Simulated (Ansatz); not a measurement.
# AlN: the cost of one run

All numbers below are computed with Ansatz 0.2.0 (DFT PBE, scalar-relativistic, plane waves, PAW).

4 further runs of the same task are left out: 4 set aside as unsound or not needed.

**1. The starting structure**

The cell holds 36 atoms (Al17N18Sr): a = 7.387 Å, b = 7.387 Å, c = 7.387 Å, α = 78.93°, β = 78.93°, γ = 78.93°.

The coordinates of this cell stand in the input of its own run.

The host was relaxed before at PBE: a = 3.130 Å, b = 3.130 Å, c = 5.018 Å, α = 90.00°, β = 90.00°, γ = 120.00° (conventional cell), 10.645 Å³/atom.

Places, in fractions of the supercell: Sr in place of Al at (0.278, 0.278, 0.945). The start keeps the symmetry of the ideal site.

**2. Band edges of the host over the zone**

input.yaml

```yaml
crystal:
  lattice:
    - [3.1302036258, 0.0, 0.0]
    - [-1.5651018129, 2.710835859, 0.0]
    - [0.0, 0.0, 5.0180193796]
  atoms:
    - { symbol: Al, position: [0.6666666667, 0.3333333333, 0.4992349487] }
    - { symbol: Al, position: [0.3333333333, 0.6666666667, 0.9992349487] }
    - { symbol: "N", position: [0.6666666667, 0.3333333333, 0.8807650513] }
    - { symbol: "N", position: [0.3333333333, 0.6666666667, 0.3807650513] }
basis:
  ecutwfc: 420
  xc_grid: 2
kpoints:
  mp_grid: { grid: [9, 9, 4] }
  band_path: { path: [VBM, CBM], npoints: 2 }
hamiltonian:
  xc: pbe
scf:
  occupations: { method: gaussian, width: 0.02 }
output:
  forces: true
  stress: true
  eigenvalues: true
```

Run with:

```console
$ ansatz run input.yaml --threads 8 --pin off --max-ram 16384MiB --backend cpu --events-out ev --progress --plain --runs-dir out
```

What time and memory should one allow on 8 threads of Arm Neoverse V1, shared host?

About 1 s, with a peak of 0.34 GiB.
